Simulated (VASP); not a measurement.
# VASP 6.6.1 run: SiO₂

INCAR

```
LCHARG = .FALSE.
ISIF = 2
ENCUT = 520
IBRION = -1
GGA = PE
NELM = 120
NBANDS = 25
MAGMOM = -1 1 -1 1 -1 1
NSW = 0
EDIFF = 1E-7
LREAL = .FALSE.
ISPIN = 2
ISMEAR = -1
SIGMA = 0.02
LASPH = .TRUE.
LWAVE = .FALSE.
PREC = Accurate
```

KPOINTS

```
KPOINTS created by Atomic Simulation Environment
0
Gamma
6 6 10
0 0 0
```

POSCAR

```
Si O
 1.0000000000000000
     4.1851887985999996    0.0000000000000000    0.0000000000000000
     0.0000000000000000    4.1851887985999996    0.0000000000000000
     0.0000000000000000    0.0000000000000000    2.7489050876999999
 Si  O
   2   4
Cartesian
 -0.0000000000000000 -0.0000000000000000  0.0000000000000000
  2.0925943993000002  2.0925943993000002  1.3744525438499999
  1.2802343767893742  1.2802343767893742  0.0000000000000000
  0.8123600225106254  3.3728287760893747  1.3744525438499999
  3.3728287760893747  0.8123600225106254  1.3744525438499999
  2.9049544218106256  2.9049544218106256  0.0000000000000000
```

The recommended PBE PAW datasets give the neutral cell 32 valence electrons.

Command

```
mpirun -np 1 vasp_std
```

OSZICAR

```
N       E                     dE             d eps       ncg     rms          rms(c)
DAV:   1     0.134845176666E+03    0.13485E+03   -0.17263E+04  9704   0.121E+03
DAV:   2    -0.423900581769E+02   -0.17724E+03   -0.16998E+03 12222   0.277E+02
DAV:   3    -0.492657993643E+02   -0.68757E+01   -0.68433E+01 12816   0.523E+01
DAV:   4    -0.493107271188E+02   -0.44928E-01   -0.44914E-01 11239   0.492E+00
DAV:   5    -0.493110910826E+02   -0.36396E-03   -0.36390E-03 12876   0.419E-01    0.203E+01
DAV:   6    -0.460945422707E+02    0.32165E+01   -0.13574E+01 12404   0.273E+01    0.805E+00
DAV:   7    -0.462412931147E+02   -0.14675E+00   -0.12455E+00 12176   0.707E+00    0.376E+00
DAV:   8    -0.462643204449E+02   -0.23027E-01   -0.55942E-02 11913   0.175E+00    0.211E+00
DAV:   9    -0.462730385123E+02   -0.87181E-02   -0.86719E-03 12259   0.842E-01    0.699E-01
DAV:  10    -0.462762097352E+02   -0.31712E-02   -0.44009E-03 12079   0.501E-01    0.246E-01
DAV:  11    -0.462767326323E+02   -0.52290E-03   -0.69291E-04 12275   0.186E-01    0.133E-01
DAV:  12    -0.462767961968E+02   -0.63564E-04   -0.77649E-05 11994   0.714E-02    0.583E-02
DAV:  13    -0.462768087123E+02   -0.12516E-04   -0.23562E-05 11661   0.365E-02    0.747E-03
DAV:  14    -0.462768102601E+02   -0.15478E-05   -0.20966E-06 12554   0.104E-02    0.606E-03
DAV:  15    -0.462768103391E+02   -0.79067E-07   -0.18394E-07 10380   0.331E-03
   1 F= -.46276810E+02 E0= -.46276810E+02  d E =-.286168E-11  mag=    -0.0000
```

It converged. Results: pressure -1.0 GPa; largest force 0.06 eV/Å; magnetic moment of the cell 0.00 μB.

For comparison, a separate PBE run of the intended cell, on usual settings and not on those above, gives a gap of 4.90 eV on its mesh and a pressure of -1.0 GPa.

The run above took about 1.9 min on one core of a shared host (Intel Xeon Platinum 8488C) and held 0.27 GiB at most.
